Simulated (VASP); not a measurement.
The system is Sc.

```xyz
1
Lattice="-1.8790 1.8790 2.3805 1.8790 -1.8790 2.3805 1.8790 1.8790 -2.3805" Properties=species:S:1:pos:R:3 pbc="T T T"
Sc    0.0000    0.0000    0.0000
```

This isn't the form of Sc at room conditions, which is hcp.

```yaml
Program: VASP 6.6.1
Task: relaxation of cell and atoms
Functional: PBE
Potentials_or_basis: VASP PAW PBE potentials, release 64 (Sc_sv)
Cutoff: 520 eV
k_mesh: 16 × 16 × 16
Occupations: gaussian, width 0.1 eV
Spin: no spin polarisation
```

At the start: pressure -9.5 GPa; volume 33.62 Å³/atom.

Question: Where does the relaxation end?

Answer: Over 12 steps the energy falls by 345.3 meV/atom and the volume is 24.68 Å³/atom (-26.6 %); space group Fm-3m (No. 225, to 0.05 Å).

The path:
| step | energy change (eV) | largest force (eV/Å) | pressure (GPa) | volume (Å³) |
| --- | --- | --- | --- | --- |
| 1 | 0.0000 | 0.0000 | -9.52 | 33.62 |
| 2 | -0.3350 | 0.0000 | -0.28 | 24.81 |
| 3 | -0.3352 | 0.0000 | 0.07 | 24.65 |
| 4 | -0.3380 | 0.0000 | 0.06 | 24.65 |
| 5 | -0.3439 | 0.0000 | 0.11 | 24.63 |
| 6 | -0.3408 | 0.0000 | 0.37 | 24.50 |
| 7 | -0.3452 | 0.0000 | 0.18 | 24.60 |
| 8 | -0.3452 | 0.0000 | 0.17 | 24.60 |
| 9 | -0.3452 | 0.0000 | 0.18 | 24.59 |
| 10 | -0.3452 | 0.0000 | 0.19 | 24.59 |
| 11 | -0.3452 | 0.0000 | -0.25 | 24.81 |
| 12 | -0.3453 | 0.0000 | 0.00 | 24.68 |

Final structure:
```yaml
crystal:
  lattice:
    - [-1.63344, 1.63344, 2.31273]
    - [1.63344, -1.63344, 2.31273]
    - [1.63344, 1.63344, -2.31273]
  atoms:
    - { symbol: Sc, position: [0.00000, 0.00000, 0.00000] }
```

Caveat: the volume moved by over 15 % at a fixed basis, so the end points are rough; the volume moved by -27 % from the deposited cell, more than functionals usually miss.
